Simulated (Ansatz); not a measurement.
Input and command of a calculation in Ansatz (plane waves; scalar-relativistic PAW potentials unless the input names others):

```yaml
crystal:
  lattice:
    - [1.9523063073, 3.3814937162, 0.0]
    - [-0.0007496603, 0.0004328166, 6.4443621823]
    - [5.8767029227, -3.3929160144, -0.0009106064]
  atoms:
    - { symbol: Ga, position: [0.5, 0.499466719, 0.1618450832] }
    - { symbol: Ga, position: [1.0, 0.4997872916, 0.6713895244] }
    - { symbol: Ga, position: [0.5, -0.000371232, 0.8325826501] }
    - { symbol: In, position: [1.0, 0.0019344329, 0.3349463433] }
    - { symbol: P, position: [0.5, 0.8638355714, 0.1498036607] }
    - { symbol: P, position: [1.0, 0.8681635092, 0.682167232] }
    - { symbol: P, position: [0.5, 0.3692856448, 0.8323431261] }
    - { symbol: P, position: [1.0, 0.3938980631, 0.3349223803] }
basis:
  ecutwfc: 420
kpoints:
  mp_grid: { grid: [1, 1, 1] }
hamiltonian:
  xc: pbesol
scf:
  occupations: { method: gaussian, width: 0.02 }
  max_iter: 50
output:
  forces: true
  eigenvalues: true
  stress: true
```

```bash
ansatz run input.yaml --threads 1 --pin off --max-ram 2560MiB --backend cpu --events-out ev --progress --plain --runs-dir out
```

Abridged log:
```
Pseudopotentials: kind: paw
Pseudopotential: Ga, paw, valence charge 13, recommended cutoff 420 eV (normal)
Pseudopotential: In, paw, valence charge 13, recommended cutoff 420 eV (normal)
Pseudopotential: P, paw, valence charge 5, recommended cutoff 420 eV (normal)
Functional definition: PBEsol
Crystal: 8 atoms, lattice volume = 170.750 Å³
Basis set: ecut = 420 eV, 3347 PW (Γ), exchange–correlation on 54×90×96 points (8 copies of the dense FFT grid, shifted against one another)
Bands: 44, of which v1, the nominal top of the filled ones, is band 36 counted from 1 (35 counted from 0)
Symmetry: 2 space group operations
Space group: Pm (ITA 6), of the structure as read, at distance tolerance 5.5e-5 Å
k-points: 1
Initial density: superposition of atomic densities (neutral atoms: chi_scale 0, normalization atom), corrected by the library's trained network
Initial wavefunctions: pseudopotential atomic-orbital guess
Functional: x = pbesol(κ = 0.804, μ = 0.12345679), c = pbesol(β = 0.046)
SCF iter   1: F=—  HF=-19703.631571 eV  |F-HF|=—  |Δ(HF+E_count)|=         —  Δρ=2.67e-2  dr2=1.51e0  ethr=1.77e-3  ⟨swp⟩=7.0  Hψ=193  notcnv=0
SCF iter   2: F=—  HF=-19703.280673 eV  |F-HF|=—  |Δ(HF+E_count)|=   3.51e-1  Δρ=1.39e-2  dr2=3.44e-1  ethr=1.77e-3  ⟨swp⟩=2.0  Hψ=64  notcnv=0  defer=4
SCF iter   3: F=—  HF=-19703.232828 eV  |F-HF|=—  |Δ(HF+E_count)|=   4.78e-2  Δρ=3.04e-3  dr2=1.84e-2  ethr=4.78e-4  ⟨swp⟩=3.0  Hψ=61  notcnv=0  defer=1
automatic band count: iteration 3 solves 41 bands in place of 44: the levels show a gap, and the empty bands left out lie too high to hold charge; the band table lists the bands solved (type scf.n_extra_bands for more)
SCF iter   4: F=—  HF=-19703.241881 eV  |F-HF|=—  |Δ(HF+E_count)|=   9.05e-3  Δρ=1.55e-3  dr2=3.92e-3  ethr=2.56e-5  ⟨swp⟩=3.0  Hψ=83  notcnv=0  defer=1
SCF iter   5: F=—  HF=-19703.240280 eV  |F-HF|=—  |Δ(HF+E_count)|=   1.60e-3  Δρ=5.34e-4  dr2=5.07e-4  ethr=5.45e-6  ⟨swp⟩=2.0  Hψ=80  notcnv=0  defer=1
SCF iter   6: F=—  HF=-19703.240777 eV  |F-HF|=—  |Δ(HF+E_count)|=   4.97e-4  Δρ=1.60e-4  dr2=6.61e-5  ethr=7.04e-7  ⟨swp⟩=2.0  Hψ=80  notcnv=0  defer=1
SCF iter   7: F=—  HF=-19703.240815 eV  |F-HF|=—  |Δ(HF+E_count)|=   3.81e-5  Δρ=4.20e-5  dr2=4.77e-6  ethr=9.19e-8  ⟨swp⟩=3.0  Hψ=92  notcnv=0  defer=1
SCF iter   8: F=—  HF=-19703.240819 eV  |F-HF|=—  |Δ(HF+E_count)|=   3.98e-6  Δρ=1.68e-5  dr2=6.68e-7  ethr=6.63e-9  ⟨swp⟩=2.0  Hψ=76  notcnv=0  defer=1
SCF iter   9: F=-19703.240819 eV  HF=-19703.240820 eV  |F-HF|=6.88e-8  |Δ(HF+E_count)|=   6.00e-7  Δρ=6.95e-6  dr2=8.61e-8  ethr=1.39e-10  ⟨swp⟩=13.0  Hψ=199  notcnv=0
SCF 1 converged in 9 iterations: F = -19703.240819 eV  dr2 = 8.61e-8
SCF converged after 9 iterations
Free energy (F): -19703.240819 eV
Harris-Foulkes:  -19703.240820 eV  (|F-HF|=6.88e-8)
Internal energy: -19703.240819 eV  (E = F + TS)
E sigma→0 (E₀):  -19703.240819 eV
Fermi energy:    8.005111 eV
--- Forces (eV/Å), atoms counted from 1 ---
  atom   1  Ga    -0.80851450     0.46679607     0.54492916
  atom   2  Ga    -0.76976460     0.44442380     0.60335887
  atom   3  Ga     0.85224419    -0.49204341     0.64242636
  atom   4  In     0.89259106    -0.51533769     0.45808783
  atom   5  P     -1.59411025     0.92035998    -1.15503477
  atom   6  P     -0.75455908     0.43564489    -0.85124743
  atom   7  P      0.98871766    -0.57083641    -0.44281552
  atom   8  P      1.19344057    -0.68903323     0.20015444
--- Stress (GPa, compression-positive) ---
       12.756908       5.734126       0.317072
        5.734126      19.378106      -0.183062
        0.317072      -0.183062      -3.228107
  P = ⅓ Tr σ = 9.6356 GPa (96.356 kbar)
```

**Question.** What should be changed?

**Answer.** The fault is one k-point for a small cell (kpoints.mp_grid.grid: [8, 4, 4] → [1, 1, 1], the first being the value of the sound run). Setting it back cures it. The run converged all the same, with an energy at zero smearing 1.8 eV/atom above the reference's, pressure 9.64 GPa, largest force 2.173 eV/Å, gap on the mesh 0.74 eV, so convergence alone doesn't show that an input is right. A reference run on usual settings, whose relaxation ended at this geometry, converged, and the end of its own relaxation has pressure 0.01 GPa, largest force 0.005 eV/Å, gap on the mesh 0.98 eV.

The run took 2.2 s on 1 thread of Intel(R) Xeon(R) Platinum 8259CL CPU @ 2.50GHz (Skylake/Cascade Lake), on a shared host, peak memory 0.36 GiB.